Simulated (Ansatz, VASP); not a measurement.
**One calculation of KBr, two programs**

The input INCAR:

```
SYSTEM = KBr
  PREC = Accurate
  ENCUT = 520
  EDIFF = 1E-7
  ISMEAR = 0
  SIGMA = 0.1
  LREAL = .FALSE.
  LASPH = .TRUE.
  NELM = 100
  ALGO = Normal
  ISIF = 2
  LWAVE = .FALSE.
  LCHARG = .FALSE.
  GGA = PS
  NBANDS = 15
```

Contents of KPOINTS:

```
regular mesh
0
G
  6 6 6
  0 0 0
```

The input POSCAR:

```
KBr
1.0
    0.0000000000      3.3000000000      3.3000000000
    3.3000000000      0.0000000000      3.3000000000
    3.3000000000      3.3000000000      0.0000000000
K Br
1 1
Direct
    0.0000000000      0.0000000000      0.0000000000
    0.5000000000      0.5000000000      0.5000000000
```

Input for Ansatz:

```yaml
crystal:
  lattice:
    - [0.0, 3.3, 3.3]
    - [3.3, 0.0, 3.3]
    - [3.3, 3.3, 0.0]
  atoms:
    - { symbol: K, position: [0.0, 0.0, 0.0] }
    - { symbol: Br, position: [0.5, 0.5, 0.5] }
basis:
  ecutwfc: 420
kpoints:
  mp_grid: { grid: [6, 6, 6] }
hamiltonian:
  xc: pbesol
scf:
  occupations: { method: gaussian, width: 0.1 }
output:
  forces: true
  stress: true
  eigenvalues: true
```

Alike in both runs: task single point; functional PBEsol; k mesh 6 × 6 × 6; occupations gaussian, width 0.1 eV; no spin polarisation.

|  | VASP | Ansatz |
| --- | --- | --- |
| version | VASP 6.6.1 | Ansatz 0.2.0 |
| potentials or method | VASP PAW PBE potentials, release 64 (K_sv, Br) | scalar-relativistic, plane waves, PAW |
| plane-wave cutoff (eV) | 520 | 420 |
| valence electrons in the cell | 16 | 16 |

|  | VASP | Ansatz | Ansatz less VASP |
| --- | --- | --- | --- |
| gap on the k mesh at the Fermi level (eV) | 4.28 | 4.28 | +0.003 |
| least direct gap on the mesh (eV) | 4.28 | 4.28 | +0.003 |
| pressure (GPa) | -0.3 | -0.3 | -0.05 |

With one functional, cell and mesh, what is left measures potentials, basis and numerics.

Caveats: the PAW data sets were made with another functional, which shifts forces and pressure a little (VASP).
